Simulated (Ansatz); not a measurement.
Crystal: KCl (Sylvite).

```xyz
2
Lattice="0.0000 3.1465 3.1465 3.1465 0.0000 3.1465 3.1465 3.1465 0.0000" Properties=species:S:1:pos:R:3 pbc="T T T"
K     0.0000    0.0000    0.0000
Cl    3.1465    3.1465    3.1465
```

Base run:

- Program: Ansatz 0.2.0
- Functional: PBEsol
- Potentials or basis: all-electron LAPW, scalar-relativistic
- Cutoff: 140 eV
- Density cutoff: 559 eV
- Basis error allowed: 0.001 eV/atom
- k mesh: 7 × 7 × 7
- Occupations: fermi-dirac, width 0.05 eV
- Spin: no spin polarisation

Its results: band gap on the k mesh 5.03 eV, direct; pressure -0.4 GPa.

Question: After a change of settings the same cell gave: band gap on the k mesh 5.54 eV, direct; pressure 2.4 GPa. Which change was it?
A. functional from PBEsol to RPBE; occupations from fermi-dirac, width 0.05 eV to gaussian, width 0.1 eV
B. potentials or basis from all-electron LAPW, scalar-relativistic to all-electron PAW datasets made for the crystal; k mesh from 7 × 7 × 7 to 6 × 6 × 6
C. functional from PBEsol to PBE; occupations from fermi-dirac, width 0.05 eV to gaussian, width 0.02 eV
D. potentials or basis from all-electron LAPW, scalar-relativistic to all-electron LAPW, non-relativistic

Answer: A.

Caveats: an odd mesh through Γ misses points on the zone boundary, where band edges often lie (some runs).

Not every run made on this cell is shown here.
